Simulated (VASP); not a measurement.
# Cl under changes of volume

One of the cells (29.629 Å³/atom); the others are scaled copies at fixed shape and fractional positions:

```xyz
4
Lattice="3.1658 -2.2649 0.0000 3.1658 2.2649 0.0000 0.0000 0.0000 8.2644" Properties=species:S:1:pos:R:3 pbc="T T T"
Cl    3.1658    0.5889    3.3057
Cl    3.1658    1.6760    7.4379
Cl    3.1658   -0.5889    4.9586
Cl    3.1658   -1.6760    0.8264
```

```yaml
Program: VASP 6.6.1
Functional: PBEsol
Potentials_or_basis: VASP PAW PBE potentials, release 64 (Cl)
Cutoff: 520 eV
k_mesh: 7 × 7 × 4
Occupations: fermi-dirac, width 0.05 eV
Spin: no spin polarisation
```

| volume (Å³/atom) | energy over the lowest point (meV/atom) | pressure (GPa) | gap on the mesh (eV) | largest force (eV/Å) |
| --- | --- | --- | --- | --- |
| 27.305 | 1.10 | 0.6 | 2.71 | 0.472 |
| 27.886 | 0.00 | -0.1 | 2.63 | 0.215 |
| 28.467 | 1.12 | -0.6 | 2.55 | 0.112 |
| 29.629 | 9.01 | -1.6 | 2.41 | 0.518 |
| 30.210 | ? | ? | ? | ? |
| 30.791 | 23.16 | -2.4 | 2.27 | 0.903 |

Q: What does the run at 30.210 Å³/atom give?

A: Energy over the lowest point 15.40 meV/atom; pressure -2.0 GPa; gap on the mesh 2.34 eV; largest force 0.717 eV/Å.

Worked out: A Birch-Murnaghan fit of order 3 (a polynomial in V^(-2/3)) to the other rows has its minimum at 27.87 Å³/atom with B0 = V·E''(V) = 29 GPa and B' = 4.6 at fixed shape and positions, which overstates the stiffness. It gives 15.39 meV/atom at 30.210 Å³/atom, against the run's 15.40, and -dE/dV = -2.0 GPa, against -2.0. A straight line through the other rows of the gap, of slope -3.65 eV per unit of ln V, gives 2.34 eV, against the run's 2.34.

Energies are extrapolated to zero smearing.

Caveats: the PAW data sets were made with another functional, which shifts forces and pressure a little; an odd mesh through Γ misses points on the zone boundary, where band edges often lie.
